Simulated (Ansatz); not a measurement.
BeO:
```xyz
4
Lattice="2.6929 0.0000 0.0000 -1.3464 2.3321 0.0000 0.0000 0.0000 4.3728" Properties=species:S:1:pos:R:3 pbc="T T T"
Be     1.3464     0.7774     0.0007
Be     0.0000     1.5547     2.1871
O      1.3464     0.7774     1.6523
O      0.0000     1.5547     3.8387
```

This is the PBEsol-relaxed structure.

**Question.** All from PBEsol in the plane-wave PAW code Ansatz, unless another level is named. Estimate the static dielectric constant ε0 (ions relaxed, cell fixed).

**Answer.** 6.83 (xx = yy), 7.64 (zz).

**Question.** Next, the largest static χ(2) component?

**Answer.** 0.81 pm/V.

**Question.** What about the Born charges (a third of the trace)?

**Answer.** Be +1.81, O -1.81 e.

Space group P6_3mc (wurtzite). Symmetry was held in the PBEsol relaxation; of distortions, only those at the zone centre were tested.

Potentials: the later of the program's two PAW sets.
